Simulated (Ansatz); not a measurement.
## Au: enthalpy against pressure

Au, Cmcm, a = 2.820 Å, b = 5.034 Å, c = 4.801 Å. This isn't the element's structure at ambient conditions. Ansatz: PBEsol, PAW, 420 eV, Γ-centred 16×16×10 mesh on 2 atoms, Gaussian smearing 0.10 eV; no spin polarisation. Cell and atoms are relaxed at each pressure, and no other structure is tried, so the rows at high pressure may lie past a change of phase. y is the enthalpy over the state at zero pressure; there V0 = 17.038 Å³/atom. The pressures are the targets, met within 0.02 GPa.

| P (GPa) | y (eV/atom) |
| --- | --- |
| -3.0 | -0.3220 |
| 0.0 | 0.0000 |
| 3.0 | 0.3164 |
| 8.0 | ? |
| 15.0 | 1.5363 |
| 30.0 | 2.9827 |
| 60.0 | 5.6931 |

Question: Fit y = c1 P + c2 P² + c3 P³ to the other rows, say what c1 and c2 mean, and predict the missing value.

Answer: Least squares on the rows shown. y = 0.10610 P − 0.00025928 P² + 1.2051×10⁻⁶ P³. Since dH/dP = V, c1 is V0: 0.10610 eV/GPa × 160.2 = 16.997 Å³ against 17.038; c2 = −V0/(2B0) gives B0 = 205 GPa, where a Birch–Murnaghan fit to the volumes of the same runs (not shown) gives 171 GPa: a cubic over this range folds the higher terms into c2. At P = 8.0 the fit asked for gives 0.8328 eV/atom. The run gave 0.8328 eV/atom, the same to the digits shown.

The mesh isn't the same in all rows (16×16×10, 18×18×10). Spin–orbit coupling is left out, which can shift energies with elements as heavy as these.